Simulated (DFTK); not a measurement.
Wanted: the native input for a DFTK 0.8.2 run.

```yaml
Task: single point
Functional: PBE
Potentials_or_basis: dojo.nc.sr.pbe.v0_4_1.standard.upf (PBE)
Cutoff: 1306 eV
k_mesh: 10 × 10 × 10
Occupations: fermi-dirac, width 0.05 eV
Spin: collinear spin, ferromagnetic start
Starting_moments: "[2.0, 0.0] μB"
Valence_electrons: Co 17, O 6
SCF_tolerance_on_the_density: 1e-06
```

The system is CoO.

```
Co O
1.0
     1.60222    0.92504    2.56647
    -1.60222    0.92504    2.56647
     0.00000   -1.85008    2.56647
Co O
1 1
Direct
  0.99898 0.99898 0.99898
  0.75102 0.75102 0.75102
```

Measurements of this composition are mostly on another form, of space group No. 225.

The input as run:

run.jl

```julia
using DFTK
using PseudoPotentialData
using Unitful, UnitfulAtomic
using LinearAlgebra, Printf
include("save.jl")
disable_threading()

# lattice vectors are the columns
lattice = austrip(1u"Å") * [  1.6022198417  -1.6022198417            0.0;
             0.9250420569   0.9250420569  -1.8500841138;
             2.5664708903   2.5664708903   2.5664708903]
symbols   = [:Co, :O]
positions = [[0.99897832, 0.99897832, 0.99897832],
             [0.75102103, 0.75102103, 0.75102103]]
pseudopotentials = PseudoFamily("dojo.nc.sr.pbe.v0_4_1.standard.upf")
elements = Dict(s => ElementPsp(s, pseudopotentials) for s in unique(symbols))
atoms    = [elements[s] for s in symbols]
magnetic_moments = [2.0, 0.0]

build_model(lattice, positions; symmetries=true) =
    model_DFT(lattice, atoms, positions;
              functionals=PBE(),
              magnetic_moments,
              spin_polarization=:collinear,
              temperature=austrip(0.05u"eV"),
              smearing=Smearing.FermiDirac(),
              symmetries)
Ecut  = 48.0  # hartree
kgrid = [10, 10, 10]
tol   = 1e-6
to_GPa = ustrip(uconvert(u"GPa", 1u"hartree/bohr^3"))

model = build_model(lattice, positions)
basis = PlaneWaveBasis(model; Ecut, kgrid)
display(basis)
scfres = self_consistent_field(basis;
                               tol,
                               ρ=guess_density(basis, magnetic_moments),
                               nbandsalg=AdaptiveBands(model; n_bands_converge=17))
display(scfres.energies)
@printf "Fermi level: %.6f eV\n" ustrip(auconvert(u"eV", something(scfres.εF, NaN)))
forces = compute_forces_cart(scfres)
println("Forces (eV/Å)")
for (s, f) in zip(symbols, forces)
    @printf "%-3s %12.6f %12.6f %12.6f\n" s ustrip.(auconvert.(u"eV/Å", f))...
end
stress = compute_stresses_cart(scfres)
println("Stress (GPa)")
display(round.(stress * to_GPa; digits=4))
@printf "Total moment: %.4f μB\n" sum(spin_density(scfres.ρ)) * scfres.basis.dvol
println("Levels at the first k-point (eV): ", round.(ustrip.(auconvert.(u"eV", scfres.eigenvalues[1][1:scfres.n_bands_converge])); digits=4))
save_scf!(scfres; forces, stress)
```

Potentials or basis: dojo.nc.sr.pbe.v0_4_1.standard.upf (PBE).

The run is started by

```console
$ julia --threads=1 run.jl  # save.jl only writes the numbers to a file and isn't shown; printed stress counts tension as positive; times include loading and compiling
```

Results of the run:

```
Pressure               : 0.5 GPa
Largest force          : 0.272 eV/Å
Band gap on the k mesh : none (metal or under the smearing width)
Net moment             : 2.89 μB per cell
Absolute moment        : 2.89 μB per cell
Site moments           : Co +2.51; O +0.37 μB
```

Caveat: a cell with one magnetic atom can't hold antiferromagnetic order, which such compounds often take; semilocal functionals often make such compounds metallic where correlation or magnetic order opens a gap, which also shifts bond lengths.

Run time: 27 min on 1 thread of Intel(R) Xeon(R) Platinum 8259CL CPU @ 2.50GHz (Skylake/Cascade Lake), with other jobs on the host, peak memory 4.6 GiB.
